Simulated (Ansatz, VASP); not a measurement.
# One calculation of Pd, two programs

```
Pd
1.0
     2.78759    0.00000    0.00000
    -1.39380    2.41413    0.00000
     0.00000    0.00000   20.05212
Pd
3
Direct
  0.66667 0.33333 0.19948
  0.33333 0.66667 0.31299
  0.00000 0.00000 0.42649
```

Alike in both runs: task single point; functional PBE; k mesh 12 × 12 × 1; occupations gaussian, width 0.1 eV; no spin polarisation.

|  | VASP | Ansatz |
| --- | --- | --- |
| version | VASP 6.6.1 | Ansatz 0.2.0 |
| potentials or method | VASP PAW PBE potentials, release 64 (Pd) | scalar-relativistic, plane waves, PAW |
| plane-wave cutoff (eV) | 520 | 420 |
| valence electrons in the cell | 30 | 54 |

|  | VASP | Ansatz | Ansatz less VASP |
| --- | --- | --- | --- |
| gap on the k mesh at the Fermi level (eV) | none | none | - |
| rms of the force components (eV/Å) | 0.005 | 0.002 | -0.0036 |
| work function, face that differs most (eV) | 5.27 | 5.28 | +0.002 |

Atom by atom the forces differ by 0.007 eV/Å (rms over components). A gap of «none» marks a metal or a gap that the smearing closes. The two sets of potentials don't hold the same shells in valence.
